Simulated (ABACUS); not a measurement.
ZrC under changes of volume

One of the cells (13.228 Å³/atom); the others are scaled copies at fixed shape and fractional positions:

```
Zr C
1.0
     0.00000    2.36500    2.36500
     2.36500    0.00000    2.36500
     2.36500    2.36500    0.00000
Zr C
1 1
Direct
  0.50000 0.50000 0.50000
  0.00000 0.00000 0.00000
```

```yaml
Program: ABACUS 3.10.1
Functional: PBE
Potentials_or_basis: PseudoDojo NC SR 0.4.1 PBE standard
Cutoff: 1116 eV
Density_cutoff: 4463 eV
Basis: plane waves
k_mesh: 10 × 10 × 10
Occupations: fermi-dirac, width 0.05 eV
Spin: no spin polarisation
```

```tsv
volume (Å³/atom)	energy over the lowest point (meV/atom)	pressure (GPa)
12.434	22.05	12.0
12.699	6.75	6.5
12.963	0.00	1.6
13.228	0.96	-2.8
13.493	?	?
13.757	23.05	-10.4
14.022	42.90	-13.7
```

Question: What does the run at 13.493 Å³/atom give?

Answer: Energy over the lowest point 8.86 meV/atom; pressure -6.8 GPa.

Worked out: A Birch-Murnaghan fit of order 3 (a polynomial in V^(-2/3)) to the other rows has its minimum at 13.06 Å³/atom with B0 = V·E''(V) = 222 GPa and B' = 4.1. It gives 8.89 meV/atom at 13.493 Å³/atom, against the run's 8.86, and -dE/dV = -6.8 GPa, against -6.8.

Energies are extrapolated to zero smearing.
